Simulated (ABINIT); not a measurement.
The system is FeO (Wuestite).

```
CELL_PARAMETERS angstrom
0.00000 2.15540 2.15540
2.15540 0.00000 2.15540
2.15540 2.15540 0.00000
ATOMIC_POSITIONS crystal
Fe 0.00000 0.00000 0.00000
O 0.50000 0.50000 0.50000
```

Base run:

| Quantity | Value |
| --- | --- |
| Program | ABINIT 10.8.3 (patched build) |
| Functional | PBEsol |
| Potentials or basis | JTH PAW PBE v2.0 |
| Cutoff | 844 eV |
| k mesh | 11 × 11 × 11 |
| Occupations | fermi-dirac, width 0.05 eV |
| Spin | collinear spin, ferromagnetic start |
| Starting moments | [3.0, 0.0] μB |

Its results: band gap on the k mesh none (metal or under the smearing width); pressure -9.2 GPa; net moment 4.00 μB per cell; site moments Fe +3.58; O +0.29 μB.

Q: The run is repeated on the same cell with these changes: functional from PBEsol to LDA. What comes out?

A: Band gap on the k mesh none (metal or under the smearing width); pressure -15.9 GPa; net moment 4.00 μB per cell; site moments Fe +3.56; O +0.30 μB.

LDA binds more tightly than PBEsol, so the same cell stands under less pressure.

Caveats: the PAW data sets were made with another functional, which shifts forces and pressure a little; a cell with one magnetic atom can't hold antiferromagnetic order, which such compounds often take; semilocal functionals often make such compounds metallic where correlation or magnetic order opens a gap, which also shifts bond lengths.
